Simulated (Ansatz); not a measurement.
InSb under compression and expansion

```yaml
crystal:
  lattice:
    - [0.00000, 3.23910, 3.23910]
    - [3.23910, 0.00000, 3.23910]
    - [3.23910, 3.23910, 0.00000]
  atoms:
    - { symbol: In, position: [0.00000, 0.00000, 0.00000] }
    - { symbol: Sb, position: [0.75000, 0.75000, 0.75000] }
```

Conventional cell: a = 6.478 Å, b = 6.478 Å, c = 6.478 Å, α = 90.00°, β = 90.00°, γ = 90.00°. In (atom 1) has 4 Sb at 2.81 Å as nearest neighbours. Sb (atom 2) has 4 In at 2.81 Å as nearest neighbours.

The cell is COD entry 9008853, as deposited and not checked against the literature; nothing was relaxed.

No spin–orbit coupling, which matters for the heavy atoms here.

Methods: DFT, PBE, all-electron LAPW, scalar-relativistic (Ansatz 0.2.0); DFT, PBE, PAW with Ansatz's default frozen-core files, scalar-relativistic (Ansatz 0.2.0).

For LAPW: a Γ-centred 10×10×10 k mesh, Fermi–Dirac smearing of 0.03 eV, basis error target 0.25 meV/atom, no spin polarisation. PAW takes a cutoff of 420 eV at this cell. The Ansatz runs share mesh, smearing and spin set-up. Plane-wave (PAW) pressures include the program's estimate of the Pulay term.

The cell above is scaled evenly, with fractional coordinates and shape held.

```json
{"V/V(cell)": "0.9400", "V (Å³/atom)": "31.945", "P, LAPW (GPa)": "6.78", "P, PAW (GPa)": "6.78"}
{"V/V(cell)": "0.9405", "V (Å³/atom)": "31.962", "P, LAPW (GPa)": "6.75", "P, PAW (GPa)": "6.74"}
{"V/V(cell)": "0.9600", "V (Å³/atom)": "32.625", "P, LAPW (GPa)": "5.44", "P, PAW (GPa)": "5.43"}
{"V/V(cell)": "0.9800", "V (Å³/atom)": "33.304", "P, LAPW (GPa)": "4.24", "P, PAW (GPa)": "4.23"}
{"V/V(cell)": "0.9900", "V (Å³/atom)": "33.644", "P, LAPW (GPa)": "3.68", "P, PAW (GPa)": "3.67"}
{"V/V(cell)": "1.0000", "V (Å³/atom)": "33.984", "P, LAPW (GPa)": "3.15", "P, PAW (GPa)": "3.15"}
{"V/V(cell)": "1.0100", "V (Å³/atom)": "34.324", "P, LAPW (GPa)": "2.65", "P, PAW (GPa)": "2.64"}
{"V/V(cell)": "1.0200", "V (Å³/atom)": "34.664", "P, LAPW (GPa)": "2.18", "P, PAW (GPa)": "2.17"}
{"V/V(cell)": "1.0400", "V (Å³/atom)": "35.343", "P, LAPW (GPa)": "1.30", "P, PAW (GPa)": "1.30"}
{"V/V(cell)": "1.0600", "V (Å³/atom)": "36.023", "P, LAPW (GPa)": "0.52", "P, PAW (GPa)": "0.51"}
```
